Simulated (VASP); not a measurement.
Runs of VASP 6.6.1 on Hg. The structure is tetragonal, space group I4/mmm (No. 139). The conventional cell has a = 3.753 Å, b = 3.753 Å, c = 3.834 Å, α = 90.00°, β = 90.00°, γ = 90.00°. Hg (site symmetry 4/mmm) has 12 Hg at 3.27 to 3.75 Å as nearest neighbours. 

| task | level | potentials or basis | smearing | gap on the mesh (eV) | pressure (GPa) |
| --- | --- | --- | --- | --- | --- |
| single point | PBE | VASP PAW PBE potentials, release 64 (Hg) | gaussian 0.05 eV | none | 1.7 |
| single point | PBE+MBD-FI | VASP PAW PBE potentials, release 64 (Hg) | methfessel-paxton 0.2 eV | none | 0.3 |
| atomic charges | vdW-DF | VASP PAW PBE potentials, release 64 (Hg) | methfessel-paxton 0.1 eV | none | (a) |
| optical spectrum | PBE+ULG | VASP PAW PBE potentials, release 54 (Hg) | fermi-dirac 0.1 eV | none | 1.1 |

Alike in all rows: no spin polarisation; cell as given; k mesh 10 × 10 × 10; cutoff (eV) 500.

Question: Estimate the missing entries.

Answer: (a) 5.3.

Caveats: pairwise dispersion overbinds metals, which lowers pressure and volume (some runs); the PAW data sets were made with another functional, which shifts forces and pressure a little (some runs); atom-pairwise D2, TS and ULG terms overbind metals (some runs); spectra need much finer meshes, so this one isn't converged (some runs); independent-particle spectra lack excitons (some runs); the intraband (Drude) part of a metal's response may be missing (some runs).

A k mesh can miss the band edges, and the runs leave out spin-orbit coupling on Hg.

A gap of «none» marks a metal or a gap under the smearing width.
